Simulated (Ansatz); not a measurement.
The cell of MgS is invented: random cell by space group and Wyckoff sites (P6mm, No. 183). The dimensions are guesses.

```xyz
2
Lattice="3.2503 0.0000 0.0000 -1.6251 2.8148 0.0000 0.0000 0.0000 5.0149" Properties=species:S:1:pos:R:3 pbc="T T T"
Mg    0.0000    0.0000    4.9686
S     0.0000    0.0000    2.9863
```

Theory: DFT PBE, scalar-relativistic, plane waves, PAW (Ansatz 0.2.0). Cutoff 420 eV, Gaussian smearing, Γ-centred meshes. Cell and atoms relax first on a coarse mesh and then on a converged one. In between, the cell is made exact in the group found at 0.06 Å. The steps can't lower the symmetry of their start. No spin polarisation.

A guess keeps its type if space group and coordination stay and the shape of the cell changes little (axis ratios within about 15 %, angles within 6°); the volume may change.

Q: Does this structure survive the relaxation?

A: It doesn't keep its type. The symmetry goes from P6mm (No. 183) to P6/mmm (No. 191). The volume per atom grows by 258.5 %, from 22.9 to 82.2 Å³. The shortest distance goes from 1.98 Å (Mg–S) to 2.23 Å (Mg–S). Counting neighbours within 15 % of an atom's shortest distance, the start has Mg 1, S 1 and the end Mg 2, S 2. In detail, at the end around Mg lie 2 S at 2.23 Å; around S lie 2 Mg at 2.23 Å.

```
Mg S
1.0
     6.52864    0.00000    0.00000
    -3.26432    5.65397    0.00000
     0.00000    0.00000    4.45594
Mg S
1 1
Cartesian
  0.0000 0.0000 0.0000
  0.0000 0.0000 2.2280
```

The last run used a 6×6×6 mesh for its 2-atom cell and Gaussian smearing of 0.02 eV. No dispersion correction is applied, so the spacing and binding between layers, chains or molecules are poorly described. A structure relaxed within its symmetry needn't be a true minimum. Another cell of MgS relaxed alike, in Fm-3m (a cell as deposited in COD), lies 1.05 eV/atom lower, so this cell isn't the stable form at this level.
